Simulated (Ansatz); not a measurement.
# Gallium, alpha-Ga (Cmce) under LDA: from relaxation to bulk modulus, part 2 of 2

The plan for gallium in the alpha-Ga (Cmce) structure: relax it, solve it on a dense k-mesh, switch on spin-orbit coupling, then scale the cell to 7 volumes from 88 to 112 % of the relaxed one and try a fit of the equation of state. The k-meshes are 8×8×7 for the relaxation; 11×11×10 for the dense run; 8×8×7 for spin-orbit coupling; 11×11×10 for the volumes. It starts from a deposited cell (COD).

Ansatz 0.2.0; DFT, LDA (PW92), plane waves (420 eV) with PAW, scalar-relativistic. Earlier steps stand in the parts before.

### Step 8. Equation of state: 100 %

Input file input.yaml:

```yaml
crystal:
  lattice:
    - [2.2178908184, -3.7419137515, 0.0]
    - [2.2178908184, 3.7419137515, 0.0]
    - [0.0, 0.0, 4.4249628141]
  atoms:
    - { symbol: Ga, position: [0.8443628362, 0.1556371638, 0.0859373136] }
    - { symbol: Ga, position: [0.6556371638, 0.3443628362, 0.5859373136] }
    - { symbol: Ga, position: [0.1556371638, 0.8443628362, 0.9140626864] }
    - { symbol: Ga, position: [0.3443628362, 0.6556371638, 0.4140626864] }
hamiltonian:
  xc: lda
  pseudopotentials:
    kind: paw
    azcp:
      Ga: "pseudopotentials/Ga.paw.azcp"
basis:
  ecutwfc: 420
  fft_grid_basis: typed
kpoints:
  mp_grid: { grid: [11, 11, 10], shift: [0, 0, 0] }
magnetization:
  spin_polarized: false
scf:
  occupations: { method: fermi_dirac, width: 0.1 }
output:
  stress: true
```

Output (excerpt; [...] marks lines left out):

```text
Warning: <dir> the record states the generating functional pbe (its physics header spells it `PBE`), which answers neither for hamiltonian.xc's functional nor for the lda family's — results may be inconsistent (PPs are generated against a specific XC)
[...]
Pseudopotentials: kind: paw
Pseudopotential: Ga, paw, valence charge 13, recommended cutoff 420 eV (normal), <dir>
Functional definition: SPW92
[...]
Crystal: 4 atoms, lattice volume = 73.447 Å³
Basis set: ecut = 420 eV, 1477 PW (Γ)
Bands: 30, of which v1, the nominal top of the filled ones, is band 26 counted from 1 (25 counted from 0)
Symmetry: 8 space group operations
Space group: Cmce (ITA 64), of the structure as read, at distance tolerance 4.2e-5 Å
k-points: 216 of 1210
[...]
SCF iter   1: F=—  HF=-14827.941489 eV  |F-HF|=—  |Δ(HF+E_count)|=         —  Δρ=5.84e-3  dr2=8.36e-3  ethr=1.77e-3  ⟨swp⟩=5.5  Hψ=23418  notcnv=0
[...]
SCF iter   7: F=-14827.938197 eV  HF=-14827.938197 eV  |F-HF|=4.44e-9  |Δ(HF+E_count)|=   1.03e-8  Δρ=3.53e-6  dr2=1.31e-8  ethr=1.92e-10  ⟨swp⟩=4.2  Hψ=24634  notcnv=0
[...]
SCF converged after 7 iterations
Free energy (F): -14827.938197 eV
[...]
E sigma→0 (E₀):  -14827.925174 eV
Entropy (-TS):   -0.026045 eV (-6.511 meV/atom)
Fermi energy:    9.503603 eV
[...]
--- Stress (GPa, compression-positive) ---
       -0.002027       0.000000      -0.000000
        0.000000       0.099678       0.000000
       -0.000000       0.000000       0.013399
  P = ⅓ Tr σ = 0.0370 GPa (0.370 kbar)
```

Wall time 26 s (1 thread of an x86-64 CPU, shared host); peak memory 0.78 GiB.

### Step 9. Equation of state: 104 %

input.yaml, as its differences from that of step 8:

```diff
@@ -2,5 +2,5 @@
   lattice:
-    - [2.2178908184, -3.7419137515, 0.0]
-    - [2.2178908184, 3.7419137515, 0.0]
-    - [0.0, 0.0, 4.4249628141]
+    - [2.2470769393, -3.7911551056, 0.0]
+    - [2.2470769393, 3.7911551056, 0.0]
+    - [0.0, 0.0, 4.4831926866]
   atoms:
```

Output (excerpt; [...] marks lines left out):

```text
Warning: <dir> the record states the generating functional pbe (its physics header spells it `PBE`), which answers neither for hamiltonian.xc's functional nor for the lda family's — results may be inconsistent (PPs are generated against a specific XC)
[...]
[... 3 set-up lines as earlier in the session ...]
[...]
Crystal: 4 atoms, lattice volume = 76.385 Å³
Basis set: ecut = 420 eV, 1517 PW (Γ)
Bands: 30, of which v1, the nominal top of the filled ones, is band 26 counted from 1 (25 counted from 0)
[... 2 set-up lines as earlier in the session ...]
k-points: 216 of 1210
[...]
SCF iter   1: F=—  HF=-14827.920348 eV  |F-HF|=—  |Δ(HF+E_count)|=         —  Δρ=5.66e-3  dr2=8.39e-3  ethr=1.77e-3  ⟨swp⟩=5.5  Hψ=23814  notcnv=0
[...]
SCF iter   7: F=-14827.916202 eV  HF=-14827.916202 eV  |F-HF|=5.17e-8  |Δ(HF+E_count)|=   3.27e-9  Δρ=6.66e-6  dr2=4.62e-8  ethr=1.92e-10  ⟨swp⟩=2.9  Hψ=26052  notcnv=0
[...]
SCF converged after 7 iterations
Free energy (F): -14827.916202 eV
[...]
E sigma→0 (E₀):  -14827.902625 eV
Entropy (-TS):   -0.027154 eV (-6.788 meV/atom)
Fermi energy:    8.982637 eV
[...]
--- Stress (GPa, compression-positive) ---
       -2.269156       0.000000       0.000000
        0.000000      -2.388351       0.000000
        0.000000       0.000000      -2.358766
  P = ⅓ Tr σ = -2.3388 GPa (-23.388 kbar)
```

Wall time 26 s (1 thread of an x86-64 CPU, shared host); peak memory 0.79 GiB.

### Step 10. Equation of state: 108 %

input.yaml, as its differences from that of step 9:

```diff
@@ -2,5 +2,5 @@
   lattice:
-    - [2.2470769393, -3.7911551056, 0.0]
-    - [2.2470769393, 3.7911551056, 0.0]
-    - [0.0, 0.0, 4.4831926866]
+    - [2.2755239711, -3.8391495058, 0.0]
+    - [2.2755239711, 3.8391495058, 0.0]
+    - [0.0, 0.0, 4.5399479862]
   atoms:
```

Output (excerpt; [...] marks lines left out):

```text
Warning: <dir> the record states the generating functional pbe (its physics header spells it `PBE`), which answers neither for hamiltonian.xc's functional nor for the lda family's — results may be inconsistent (PPs are generated against a specific XC)
[...]
[... 3 set-up lines as earlier in the session ...]
[...]
Crystal: 4 atoms, lattice volume = 79.323 Å³
Basis set: ecut = 420 eV, 1553 PW (Γ)
Bands: 30, of which v1, the nominal top of the filled ones, is band 26 counted from 1 (25 counted from 0)
[... 2 set-up lines as earlier in the session ...]
k-points: 216 of 1210
[...]
SCF iter   1: F=—  HF=-14827.860529 eV  |F-HF|=—  |Δ(HF+E_count)|=         —  Δρ=5.50e-3  dr2=8.48e-3  ethr=1.77e-3  ⟨swp⟩=5.5  Hψ=23718  notcnv=0
[...]
SCF iter   8: F=-14827.855616 eV  HF=-14827.855616 eV  |F-HF|=8.08e-10  |Δ(HF+E_count)|=   7.26e-8  Δρ=1.49e-6  dr2=2.62e-9  ethr=1.92e-10  ⟨swp⟩=4.0  Hψ=24164  notcnv=0
[...]
SCF converged after 8 iterations
Free energy (F): -14827.855616 eV
[...]
E sigma→0 (E₀):  -14827.841292 eV
Entropy (-TS):   -0.028647 eV (-7.162 meV/atom)
Fermi energy:    8.501519 eV
[...]
--- Stress (GPa, compression-positive) ---
       -4.062855       0.000000      -0.000000
        0.000000      -4.309336      -0.000000
       -0.000000      -0.000000      -4.198776
  P = ⅓ Tr σ = -4.1903 GPa (-41.903 kbar)
```

Wall time 45 s (1 thread of an x86-64 CPU, shared host); peak memory 0.8 GiB.

### Step 11. Equation of state: 112 %

input.yaml, as its differences from that of step 10:

```diff
@@ -2,5 +2,5 @@
   lattice:
-    - [2.2755239711, -3.8391495058, 0.0]
-    - [2.2755239711, 3.8391495058, 0.0]
-    - [0.0, 0.0, 4.5399479862]
+    - [2.3032769986, -3.8859730169, 0.0]
+    - [2.3032769986, 3.8859730169, 0.0]
+    - [0.0, 0.0, 4.5953186626]
   atoms:
```

Output (excerpt; [...] marks lines left out):

```text
Warning: <dir> the record states the generating functional pbe (its physics header spells it `PBE`), which answers neither for hamiltonian.xc's functional nor for the lda family's — results may be inconsistent (PPs are generated against a specific XC)
[...]
[... 3 set-up lines as earlier in the session ...]
[...]
Crystal: 4 atoms, lattice volume = 82.261 Å³
Basis set: ecut = 420 eV, 1625 PW (Γ)
Bands: 30, of which v1, the nominal top of the filled ones, is band 26 counted from 1 (25 counted from 0)
[... 2 set-up lines as earlier in the session ...]
k-points: 216 of 1210
[...]
SCF iter   1: F=—  HF=-14827.770550 eV  |F-HF|=—  |Δ(HF+E_count)|=         —  Δρ=5.49e-3  dr2=8.73e-3  ethr=1.77e-3  ⟨swp⟩=5.6  Hψ=23866  notcnv=0
[...]
SCF iter   7: F=-14827.765105 eV  HF=-14827.765105 eV  |F-HF|=4.92e-8  |Δ(HF+E_count)|=   2.33e-8  Δρ=7.38e-6  dr2=6.05e-8  ethr=1.92e-10  ⟨swp⟩=3.0  Hψ=25594  notcnv=0
[...]
SCF converged after 7 iterations
Free energy (F): -14827.765105 eV
[...]
E sigma→0 (E₀):  -14827.749812 eV
Entropy (-TS):   -0.030587 eV (-7.647 meV/atom)
Fermi energy:    8.054417 eV
[...]
--- Stress (GPa, compression-positive) ---
       -5.475324      -0.000000       0.000000
       -0.000000      -5.772344       0.000000
        0.000000       0.000000      -5.608883
  P = ⅓ Tr σ = -5.6189 GPa (-56.189 kbar)
```

Run time: 42 s. Hardware: 1 thread of an x86-64 CPU, shared host; peak memory 0.81 GiB.

### Step 12. The equation of state

The cell was scaled evenly, with its shape and the fractional positions fixed.

```
V (Å³/atom)  E − E₀ (meV/atom)  P from the stress (GPa)  P from the fit (GPa)
     16.158               72.0                    11.92                 11.91
     16.893               29.2                     6.97                  6.94
     17.627                6.7                     3.08                  3.05
     18.362                0.0                     0.04                  0.01
     19.096                5.6                    -2.34                 -2.37
     19.831               21.0                    -4.19                 -4.23
     20.565               43.8                    -5.62                 -5.69
```

Fit (Birch-Murnaghan, third order): V₀ = 18.364 Å³/atom, B₀ = 67 GPa, B₀′ = 5.1, largest residual 0.01 meV/atom.

### Step 13. What came out

This closing draws on all 2 parts.

| quantity | value |
| --- | --- |
| space group (spins left aside) | Cmce (No. 64) |
| conventional cell | a = 4.436 Å, b = 7.484 Å, c = 4.425 Å |
| volume | 18.362 Å³/atom |
| shortest distance | 2.451 Å |
| against the deposited volume | -6.3 % (19.595 Å³/atom) |
| gap on the mesh | none (levels filled in part) |
| V₀, B₀, B₀′ | 18.364 Å³/atom, 67 GPa, 5.1 |

In words: The relaxed volume lies 6.3 % below the deposited cell. LDA binds too strongly as a rule, and cells come out small. Levels at the Fermi energy are filled in part, as in a metal. The total energy of the spin-orbit run (on a coarser mesh) lies -71 meV/atom from the scalar one; mesh and treatment of the core enter this figure, so it is no spin-orbit energy. The fitted modulus is 67 GPa; letting shape and positions relax at each volume could only lower it.
